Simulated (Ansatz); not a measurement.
The system is Fe3Ge.

```
Ge Fe
1.0
     0.00000    2.87559    2.87559
     2.87559    0.00000    2.87559
     2.87559    2.87559    0.00000
Ge Fe
1 3
Direct
  0.00000 0.00000 0.00000
  0.75000 0.75000 0.75000
  0.25000 0.25000 0.25000
  0.50000 0.50000 0.50000
```

The cell comes from a database or a generator and needn't be the stable form of this composition.

```yaml
Program: Ansatz 0.2.0
Task: relaxation of cell and atoms
Functional: PBEsol
Dispersion: D4
Potentials_or_basis: Ansatz PAW
Cutoff: "420 eV (not typed: the program's choice for these potentials)"
k_mesh: 8 × 8 × 8
Occupations: fermi-dirac, width 0.05 eV
Spin: collinear spin, ferromagnetic start
Starting_moments: "[0.0, 3.0, 3.0, 3.0] μB"
```

At the start: volume 11.89 Å³/atom.

Task: Where does the relaxation end?

Result: It ends after 6 steps and the volume is 11.00 Å³/atom (-7.5 %); space group Fm-3m (No. 225, to 0.05 Å); moment 5.00 μB per cell.

The path:
| step | energy change (eV) | largest force (eV/Å) | volume (Å³) |
| --- | --- | --- | --- |
| 1 | 0.0000 | 0.0000 | 47.56 |
| 2 | -0.1557 | 0.0000 | 45.20 |
| 3 | -0.1759 | 0.0000 | 43.55 |
| 4 | -0.1793 | 0.0000 | 44.03 |
| 5 | -0.1793 | 0.0000 | 44.01 |
| 6 | -0.1775 | 0.0000 | 44.01 |

Final structure:
```yaml
crystal:
  lattice:
    - [0.00000, 2.80222, 2.80222]
    - [2.80222, 0.00000, 2.80222]
    - [2.80222, 2.80222, 0.00000]
  atoms:
    - { symbol: Ge, position: [0.00000, 0.00000, 0.00000] }
    - { symbol: Fe, position: [0.75000, 0.75000, 0.75000] }
    - { symbol: Fe, position: [0.25000, 0.25000, 0.25000] }
    - { symbol: Fe, position: [0.50000, 0.50000, 0.50000] }
```

Caveat: the plane-wave basis is chosen anew once the cell has moved, so the energies of steps on either side of that aren't comparable; pairwise dispersion overbinds metals, which lowers pressure and volume; the PAW data sets come from PBE, with cores solved anew for the run's functional, which leaves a small shift of forces and pressure.
